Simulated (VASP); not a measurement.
Wanted: the native input for a VASP 6.6.1 run.

| Property | Result |
| --- | --- |
| Task | single point |
| Functional | PBE |
| Potentials or basis | VASP PAW PBE potentials, release 64 (Co, O) |
| Cutoff | 500 eV |
| k mesh | 11 × 11 × 11 |
| Occupations | gaussian, width 0.05 eV |
| Spin | collinear spin, ferromagnetic start |
| Starting moments | [2.0, 0.0] μB |
| Further INCAR settings | ALGO = Normal; EDIFF = 1e-07; NBANDS = 18 |

The structure of CoO lies in POSCAR:

```
CoO
3.0144
    0.000000000000      0.707105891720      0.707105891720
    0.707105891720      0.000000000000      0.707105891720
    0.707105891720      0.707105891720      0.000000000000
Co O
1 1
Direct
    0.0000000000      0.0000000000      0.0000000000
    0.5000000000      0.5000000000      0.5000000000
```

One way to write it, as run:

INCAR

```
PREC     = Accurate       # precision mode
ENCUT    = 500            # plane-wave cutoff, eV
EDIFF    = 1E-7           # SCF threshold, eV
ISMEAR   = 0              # smearing method
SIGMA    = 0.05           # smearing width, eV
LREAL    = False          # projectors in reciprocal space
LASPH    = True           # aspherical terms in the spheres
NELM     = 120            # most SCF steps
ALGO     = Normal         # electronic algorithm
ISIF     = 2              # what is computed and relaxed
LWAVE    = False          # write WAVECAR
LCHARG   = False          # write CHGCAR
ISPIN    = 2              # spin polarisation
MAGMOM   = 2 0            # initial moments
LORBIT   = 11             # projections on sites
LMAXMIX  = 4              # l up to which the mixer works
GGA      = PE             # functional
NBANDS   = 18             # bands
```

KPOINTS

```
regular mesh
0
Gamma
  11 11 11
```

Potentials or basis: VASP PAW PBE potentials, release 64 (Co, O).

Run with:

```console
$ cat potpaw_PBE.64/Co/POTCAR potpaw_PBE.64/O/POTCAR > POTCAR
$ mpirun -np 1 vasp_std > vasp.out
```

Results of the run:

```
Pressure                                              : -2.5 GPa
Band gap on the k mesh                                : none (metal or under the smearing width)
Net moment                                            : 2.92 μB per cell
Site moments                                          : Co +2.57; O +0.30 μB
Valence electrons inside the program's atomic spheres : Co 7.79; O 4.98
```

Caveat: a cell with one magnetic atom can't hold antiferromagnetic order, which such compounds often take; semilocal functionals often make such compounds metallic where correlation or magnetic order opens a gap, which also shifts bond lengths.

Wall time 31 s on 1 thread of Intel(R) Xeon(R) Platinum 8488C (Sapphire Rapids), with other jobs on the host, peak memory 0.17 GiB.
